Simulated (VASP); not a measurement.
# AlN (F-43m) in VASP: equation of state, part 2 of 2

VASP 6.6.1. The steps go on from the part before.

## Step 3: Equation of state, PBEsol, 10.00 Å³/atom (volume scaled by 0.96)

INCAR reads:

```
ALGO = Normal
EDIFF = 1E-7
ENCUT = 520
GGA = PS
ISIF = 2
ISMEAR = -1
LASPH = T
LCHARG = F
LREAL = F
LWAVE = F
NBANDS = 11
NELM = 100
PREC = Accurate
SIGMA = 0.05
```

KPOINTS reads:

```
k-points
0
Gamma
  10 10 10
```

POSCAR reads:

```
AlN
1.0
    0.0000000000      2.1544765148      2.1544765148
    2.1544765148      0.0000000000      2.1544765148
    2.1544765148      2.1544765148      0.0000000000
Al N
1 1
Direct
    0.0000000000      0.0000000000      0.0000000000
    0.2500000000      0.2500000000      0.2500000000
```

Potentials or basis: VASP PAW PBE potentials, release 64 (Al, N).

On the command line:

```
> cat potpaw_PBE.64/Al/POTCAR potpaw_PBE.64/N/POTCAR > POTCAR
> mpirun -np 1 vasp_std > vasp.out
```

It took 5.6 s on 1 thread of Intel Xeon Platinum 8488C (Sapphire Rapids), shared host; peak memory 0.13 GiB.

It converged, with:

| Property | Result |
| --- | --- |
| Free energy | -15.5802 eV |
| Pressure | 10.5 GPa |
| Band gap on the k mesh | 3.20 eV, indirect (least direct gap 4.50 eV) |

Caveat: the PAW data sets were made with another functional, which shifts forces and pressure a little.

## Step 4: Equation of state, PBEsol, 10.21 Å³/atom (volume scaled by 0.98)

INCAR is that of step 3.

KPOINTS is that of step 3.

POSCAR reads:

```
AlN
1.0
    0.0000000000      2.1693354430      2.1693354430
    2.1693354430      0.0000000000      2.1693354430
    2.1693354430      2.1693354430      0.0000000000
Al N
1 1
Direct
    0.0000000000      0.0000000000      0.0000000000
    0.2500000000      0.2500000000      0.2500000000
```

On the command line:

```
> cat potpaw_PBE.64/Al/POTCAR potpaw_PBE.64/N/POTCAR > POTCAR
> mpirun -np 1 vasp_std > vasp.out
```

It took 5.6 s on 1 thread of Intel Xeon Platinum 8488C (Sapphire Rapids), shared host; peak memory 0.13 GiB.

It converged, with:

- Free energy: -15.6014 eV
- Pressure: 5.7 GPa
- Band gap on the k mesh: 3.20 eV, indirect (least direct gap 4.31 eV)

Caveat: the PAW data sets were made with another functional, which shifts forces and pressure a little.

## Step 5: Equation of state, PBEsol, 10.63 Å³/atom (volume scaled by 1.02)

INCAR is that of step 4.

KPOINTS is that of step 4.

POSCAR reads:

```
AlN
1.0
    0.0000000000      2.1984575146      2.1984575146
    2.1984575146      0.0000000000      2.1984575146
    2.1984575146      2.1984575146      0.0000000000
Al N
1 1
Direct
    0.0000000000      0.0000000000      0.0000000000
    0.2500000000      0.2500000000      0.2500000000
```

On the command line:

```
> cat potpaw_PBE.64/Al/POTCAR potpaw_PBE.64/N/POTCAR > POTCAR
> mpirun -np 1 vasp_std > vasp.out
```

It took 6.8 s on 1 thread of Intel Xeon Platinum 8488C (Sapphire Rapids), shared host; peak memory 0.13 GiB.

Results (log left out):

* Free energy: -15.6092 eV
* Pressure: -2.6 GPa
* Band gap on the k mesh: 3.18 eV, indirect (least direct gap 3.96 eV)

Caveat: the PAW data sets were made with another functional, which shifts forces and pressure a little.

## Step 6: Equation of state, PBEsol, 10.83 Å³/atom (volume scaled by 1.04)

INCAR is that of step 5.

KPOINTS is that of step 5.

POSCAR reads:

```
AlN
1.0
    0.0000000000      2.2127336128      2.2127336128
    2.2127336128      0.0000000000      2.2127336128
    2.2127336128      2.2127336128      0.0000000000
Al N
1 1
Direct
    0.0000000000      0.0000000000      0.0000000000
    0.2500000000      0.2500000000      0.2500000000
```

Potentials or basis: VASP PAW PBE potentials, release 64 (Al, N).

On the command line:

```
> cat potpaw_PBE.64/Al/POTCAR potpaw_PBE.64/N/POTCAR > POTCAR
> mpirun -np 1 vasp_std > vasp.out
```

Run time: 5.2 s. Hardware: 1 thread of Intel Xeon Platinum 8488C (Sapphire Rapids), shared host; peak memory 0.13 GiB.

Results (log left out):

| Item | Value |
| --- | --- |
| Free energy | -15.5979 eV |
| Pressure | -6.2 GPa |
| Band gap on the k mesh | 3.17 eV, indirect (least direct gap 3.79 eV) |

Caveat: the PAW data sets were made with another functional, which shifts forces and pressure a little.

## Step 7: Equation of state, PBEsol, 11.04 Å³/atom (volume scaled by 1.06)

INCAR is that of step 6.

KPOINTS is that of step 6.

POSCAR reads:

```
AlN
1.0
    0.0000000000      2.2268278375      2.2268278375
    2.2268278375      0.0000000000      2.2268278375
    2.2268278375      2.2268278375      0.0000000000
Al N
1 1
Direct
    0.0000000000      0.0000000000      0.0000000000
    0.2500000000      0.2500000000      0.2500000000
```

Potentials or basis: VASP PAW PBE potentials, release 64 (Al, N).

On the command line:

```
> cat potpaw_PBE.64/Al/POTCAR potpaw_PBE.64/N/POTCAR > POTCAR
> mpirun -np 1 vasp_std > vasp.out
```

OUTCAR:

```text
EDIFF = 1E-7
   ENCUT = 520
   GGA = PS
   ISIF = 2
   ISMEAR = -1
   LASPH = T
   LREAL = F
   NELM = 100
   PREC = Accurate

 Found     47 irreducible k-points:

 Following reciprocal coordinates:
            Coordinates               Weight
  0.000000  0.000000  0.000000      1.000000
  0.100000  0.000000  0.000000      8.000000
  0.200000  0.000000  0.000000      8.000000
  0.300000  0.000000  0.000000      8.000000
  0.400000  0.000000  0.000000      8.000000
  0.500000  0.000000  0.000000      4.000000
   k-points           NKPTS =     47   k-points in BZ     NKDIM =     47   number of bands    NBANDS=     11
   number of dos      NEDOS =    301   number of ions     NIONS =      2
   total plane-waves  NPLWV =  13824
   dimension x,y,z NGX =    24 NGY =   24 NGZ =   24
   dimension x,y,z NGXF=    48 NGYF=   48 NGZF=   48
   ions per type =               1   1
   NGX,Y,Z   is equivalent  to a cutoff of  12.67, 12.67, 12.67 a.u.
   NGXF,Y,Z  is equivalent  to a cutoff of  25.34, 25.34, 25.34 a.u.
 SYSTEM =  unknown system
   PREC   = accura    normal or accurate (medium, high low for compatibility)
   ISTART =      0    job   : 0-new  1-cont  2-samecut
   ICHARG =      2    charge: 1-file 2-atom 10-const
[... 57 lines left out ...]
 cond. band min:       8.4989305391   @ k =   0.5000   0.5000   0.0000
 fundamental gap:      3.1578881590
 Fermi energy:         6.3474685605

 k-point     1 :       0.0000    0.0000    0.0000
  band No.  band energies     occupation
      1      -9.2851      2.00000
      2       5.3410      2.00000
      3       5.3410      2.00000
      4       5.3410      2.00000
      5       8.9710      0.00000
      6      17.2499      0.00000
      7      17.2499      0.00000
      8      17.2499      0.00000
      9      22.4703      0.00000
     10      22.4703      0.00000
     11      23.7129      0.00000
[... 57 lines left out ...]
 k-point     6 :       0.5000    0.0000    0.0000
  band No.  band energies     occupation
      1      -7.3708      2.00000
      2      -0.3297      2.00000
      3       4.8657      2.00000
      4       4.8657      2.00000
      5      12.1101      0.00000
      6      14.7166      0.00000
      7      16.0183      0.00000
      8      16.0183      0.00000
      9      22.4203      0.00000
     10      24.5422      0.00000
     11      24.5422      0.00000

 [... further k-points ...]
[... 5 lines left out ...]
  --------------------------------------------------------------------------------------
  -------------------------------------------------------------------------------------
  Total       -1.2999524     -1.2999524     -1.2999524      0.0000000      0.0000000     -0.0000000
  in kB      -94.3079113    -94.3079113    -94.3079113      0.0000000      0.0000000     -0.0000000
  external PRESSURE =     -94.3079113 kB  Pullay stress =       0.0000000 kB

 VOLUME and BASIS-vectors are now :
 -----------------------------------------------------------------------------
  energy-cutoff  :      520.00
  volume of cell :       22.08
      direct lattice vectors                 reciprocal lattice vectors
     0.000000000  2.226827838  2.226827838    -0.224534646  0.224534646  0.224534646
     2.226827838  0.000000000  2.226827838     0.224534646 -0.224534646  0.224534646
     2.226827838  2.226827838  0.000000000     0.224534646  0.224534646 -0.224534646

 POSITION                                       TOTAL-FORCE (eV/Angst)
 -----------------------------------------------------------------------------------
      0.00000      0.00000      0.00000         0.000000      0.000000      0.000000
      1.11341      1.11341      1.11341        -0.000000     -0.000000     -0.000000
 -----------------------------------------------------------------------------------
    total drift:                               -0.000000     -0.000000     -0.000000

  FREE ENERGIE OF THE ION-ELECTRON SYSTEM (eV)
  ---------------------------------------------------
  free  energy   TOTEN  =       -15.5777817037 eV

  energy  without entropy=      -15.5777817036  energy(sigma->0) =      -15.57778170
```

OSZICAR:

```text
N       E                     dE             d eps       ncg     rms          rms(c)
DAV:   1     0.107720387206E+02    0.10772E+02   -0.37467E+03  1050   0.601E+02
DAV:   2    -0.167556029604E+02   -0.27528E+02   -0.26432E+02  1276   0.134E+02
DAV:   3    -0.176981024675E+02   -0.94250E+00   -0.94112E+00  1279   0.238E+01
DAV:   4    -0.177033393304E+02   -0.52369E-02   -0.52366E-02  1145   0.195E+00
DAV:   5    -0.177034040566E+02   -0.64726E-04   -0.64726E-04  1274   0.210E-01    0.801E+00
DAV:   6    -0.156164075361E+02    0.20870E+01   -0.10950E+01  1220   0.160E+01    0.278E+00
DAV:   7    -0.155965139448E+02    0.19894E-01   -0.13029E-01  1136   0.293E+00    0.195E+00
DAV:   8    -0.155791887966E+02    0.17325E-01   -0.30719E-02  1154   0.162E+00    0.571E-01
DAV:   9    -0.155777715811E+02    0.14172E-02   -0.39723E-03  1235   0.384E-01    0.230E-01
DAV:  10    -0.155777804745E+02   -0.88934E-05   -0.32068E-04  1136   0.118E-01    0.185E-02
DAV:  11    -0.155777819881E+02   -0.15136E-05   -0.22800E-06  1250   0.130E-02    0.156E-02
DAV:  12    -0.155777817660E+02    0.22213E-06   -0.35854E-07  1142   0.479E-03    0.327E-03
DAV:  13    -0.155777817037E+02    0.62288E-07   -0.15350E-07   670   0.212E-03
   1 F= -.15577782E+02 E0= -.15577782E+02  d E =-.784359E-10
```

Run time: 5.2 s. Hardware: 1 thread of Intel Xeon Platinum 8488C (Sapphire Rapids), shared host; peak memory 0.13 GiB.

Results:

```
Free energy            : -15.5778 eV
Pressure               : -9.4 GPa
Band gap on the k mesh : 3.16 eV, indirect (least direct gap 3.63 eV)
```

Caveat: the PAW data sets were made with another functional, which shifts forces and pressure a little.

## Step 8: Equation of state, PBEsol

Potentials or basis: VASP PAW PBE potentials, release 64 (Al, N).

No new run: the results of the series are fitted here.

What came out:

```yaml
Equilibrium_volume: 10.49 Å³/atom
Bulk_modulus: 202 GPa
Pressure_derivative_of_the_bulk_modulus: 3.9
```

Energy against volume, from the lowest point:
```csv
volume (Å³/atom),energy (meV/atom)
9.792,32.39
10.001,15.24
10.209,4.64
10.417,0.00
10.626,0.75
10.834,6.40
11.042,16.47
```

Caveat: the PAW data sets were made with another functional, which shifts forces and pressure a little.
